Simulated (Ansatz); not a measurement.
# AlN: the cost of one run

Method: DFT PBE, scalar-relativistic, plane waves, PAW, in Ansatz 0.2.0.

39 further runs of the same task are left out: 39 set aside as unsound or not needed.

**1. The starting structure**

The structure is cubic, space group Fm-3m (No. 225). The conventional cell has a = 4.070 Å, b = 4.070 Å, c = 4.070 Å, α = 90.00°, β = 90.00°, γ = 90.00°. Around Al (site symmetry m-3m) lie 6 N at 2.03 Å. N (site symmetry m-3m) is surrounded by 6 Al at 2.03 Å.

Structure file:

```cif
data_structure
_symmetry_space_group_name_H-M 'P 1'
_symmetry_Int_Tables_number 1
_cell_length_a 2.8778
_cell_length_b 2.8778
_cell_length_c 2.8778
_cell_angle_alpha 60.000
_cell_angle_beta 60.000
_cell_angle_gamma 60.000
_cell_volume 16.85
loop_
_atom_site_label
_atom_site_type_symbol
_atom_site_fract_x
_atom_site_fract_y
_atom_site_fract_z
_atom_site_occupancy
Al1 Al 0.50000 0.50000 0.50000 1
N1 N 0.00000 0.00000 0.00000 1
```

It goes back to an entry of the Materials Project, which need not be the stable form.

This cell was relaxed beforehand with the same method: volume 8.43 Å³/atom, gap on the mesh 4.44 eV.

**2. Plan of the line**

The energy is mapped over volume and the cell's shape.

- volume per atom: 9 values from 7.078 to 9.774 Å³
- length along [111] over the lengths across it, relative to the cubic cell: 9 values from 0.886 to 1.128

Nothing else is relaxed (symmetry fixes all fractional coordinates). Energies count from the relaxed crystal. Points are written as (first, second).

**3. Point (7.078 Å³, 1.062)**

Input file input.yaml:

```yaml
crystal:
  lattice:
    - [0.0779080004, 1.9597437579, 1.9597437579]
    - [1.9597437579, 0.0779080004, 1.9597437579]
    - [1.9597437579, 1.9597437579, 0.0779080004]
  atoms:
    - { symbol: Al, position: [0.5, 0.5, 0.5] }
    - { symbol: "N", position: [0.0, 0.0, 0.0] }
basis:
  ecutwfc: 520.0
kpoints:
  mp_grid: { grid: [10, 10, 10] }
hamiltonian:
  xc: pbe
  pseudopotentials: { kind: paw, azcp: { folder: soft_1 } }
scf:
  occupations: { method: gaussian, width: 0.05 }
output:
  forces: true
  stress: true
  eigenvalues: true
```

The run is started by

```bash
$ ansatz run input.yaml --threads 1 --pin off --max-ram 2048MiB --backend cpu --events-out ev --progress --plain --runs-dir out
```

What time and memory should one allow on 1 thread of Arm Neoverse N1, shared host?

About 2.6 s, with a peak of 0.27 GiB.
